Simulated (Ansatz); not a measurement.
Ansatz input file:

```yaml
crystal:
  lattice:
    - [2.4649796649, 0.0, 0.0]
    - [-1.2324898325, 2.1347350096, 0.0]
    - [0.0, 0.0, 25.7384327799]
  atoms:
    - { symbol: C, position: [0.0, 0.0, 0.3302454468] }
    - { symbol: C, position: [0.3333333333, 0.6666666667, 0.3302454377] }
    - { symbol: C, position: [0.0, 0.0, 0.4611476002] }
    - { symbol: C, position: [0.6666666667, 0.3333333333, 0.4611475909] }
    - { symbol: C, position: [0.0, 0.0, 0.5920497534] }
    - { symbol: C, position: [0.3333333333, 0.6666666667, 0.5920497443] }
    - { symbol: O, position: [0.0, 0.25, 0.6536836711] }
basis:
  ecutwfc: 420
kpoints:
  mp_grid: { grid: [12, 12, 1] }
hamiltonian:
  xc: pbe
  dispersion: d3bj
scf:
  occupations: { method: gaussian, width: 0.1 }
output:
  forces: true
  stress: true
  eigenvalues: true
  write_density: true
  write_potential: true
  elf: true
  volumetric_format: npy
efield:
  axis: 3
  dipole_correction: true
  ramp_width: 0.04
```

Command:
```bash
ansatz run input.yaml --threads 1 --pin off --max-ram 2560MiB --backend cpu --events-out ev --progress --plain --runs-dir out
```

All numbers below come from Ansatz 0.2.0, DFT PBE+D3(BJ), scalar-relativistic, plane waves, PAW.

Abridged output (final results; tables in files aren't shown):

```
SCF 1 converged in 13 iterations: F = -2068.648208 eV  dr2 = 2.32e-8
WARN: The output density's exchange-correlation potential varies sharply where the density is thin. Do not read a vacuum level from v_tot or v_xc, or from such a field of the output density. On a cell that repeats whose density bears no net charge and no dipole along the vacuum's axis use v_es (v_loc + v_h of the components); under efield.dipole_correction with no amplitude use v_es + v_field, which holds any external_charges[].barrier, or the levels of the report's work_function block, which leave it out; under a non-zero efield.amplitude the vacuum is tilted and has no level; on a cell that repeats and bears such a dipole with no correction it is tilted too, and efield.dipole_correction wi ...
SCF converged after 13 iterations
Free energy (F): -2068.648208 eV
Harris-Foulkes:  -2068.648208 eV  (|F-HF|=3.23e-11)
Internal energy: -2068.641754 eV  (E = F + TS)
E sigma→0 (E₀):  -2068.644981 eV
Entropy (-TS):   -0.006454 eV (-0.922 meV/atom)
Fermi energy:    0.054175 eV
Dipole field:    D = -0.113766 V/Å  (p = -0.085151 e·Å, saw-weighted, corrected)
Work function:   Φ+ = 7.1049 eV   Φ− = 4.1767 eV
Levels:          The Fermi level and band energies are counted from a zero that moves with the ramp; work functions are not
--- Per-component energies (eV) ---
  E_band       = -280.990376
  E_kinetic    = 718.320861
  E_local      = -23157.308277  (includes V_loc(G=0)·N_el)
  E_nonlocal   = 212.557184
  E_hartree    = 11234.592271
  E_xc         = -361.114926
  E_vxc        = -449.892944  (∫ρ·V_xc dr)
  E_paw        = -752.451936  (= ΣΔE_a)
  E_vpaw       = -74.543014  (= ΣTr[D̂ρ^β])
  E_aug_tail   = 0.002243  (compensation charges beyond the density's cutoff)
  E_efield     = 0.004844  (sawtooth field / dipole correction)
  E_vefield    = 0.685239  (∫n·V_field dr)
  E_ewald      = 10037.620439
  E_disp       = -0.864456  (pairwise vdW)
  E_smearing   = -0.006454  (= −TS)
--- Forces (eV/Å), atoms counted from 1 ---
  atom   1  C     -0.00010491     0.00089182     0.00467483
  atom   2  C      0.00007774    -0.00063975    -0.00508619
  atom   3  C      0.00067096    -0.02534828     0.00714442
  atom   4  C     -0.00176857     0.02394543     0.02716147
  atom   5  C     -0.79710655     0.48545857     2.50788939
  atom   6  C     -0.52132591    -1.01522381     0.83683088
  atom   7  O      1.31955415     0.53091317    -3.37858912
--- Stress (GPa, compression-positive) ---
        6.645639      -0.294639       2.480813
       -0.294638       7.968334       0.999786
        2.480813       0.999786      -6.479197
  P = ⅓ Tr σ = 2.7116 GPa (27.116 kbar)
--- Band table (eV; the first three rows and the last of 74) ---
  k-point 0: bands = ["-22.5968", "-19.9917", "-19.5595", "-17.4287", "-8.7521", "-8.0854", "-7.3044", "-4.8701", "-4.5659", "-3.4732", "-3.4721", "-3.0778", "-3.0777", "-0.2931", "0.0003", "0.5464", "3.5212", "4.8420", "5.4408", "6.7829", "6.9585", "6.9668"]
  k-point 1: bands = ["-22.4405", "-19.8273", "-19.3957", "-17.3167", "-8.5790", "-7.9143", "-7.1176", "-5.5565", "-4.9145", "-4.1254", "-3.8130", "-3.7302", "-3.4173", "-0.5644", "0.1090", "0.4730", "3.7418", "5.0580", "5.6512", "7.0117", "7.0849", "7.2118"]
  k-point 2: bands = ["-21.9774", "-19.3359", "-18.9060", "-16.9974", "-8.0965", "-7.4689", "-7.1314", "-6.5404", "-5.7683", "-5.7446", "-5.3707", "-4.6085", "-4.2122", "-1.3884", "0.1881", "0.4509", "4.4017", "5.6912", "6.2615", "7.0742", "7.6481", "7.8238"]
  k-point 73: bands = ["-19.0202", "-14.8737", "-14.7141", "-14.3249", "-13.9786", "-13.6837", "-13.2890", "-8.0937", "-6.8656", "-6.4687", "-5.4009", "-4.2178", "-2.9303", "-2.3807", "-1.0942", "1.0691", "1.6773", "2.1049", "2.3795", "6.6326", "6.9447", "7.3637"]
```

The calculation finished and met its thresholds.

It took 33 s on 1 thread of AMD EPYC 7R43 64-Core Processor (Zen 3), with other jobs on the host, peak memory 0.51 GiB.

Spin polarisation was left out, and a magnetic state may lie lower.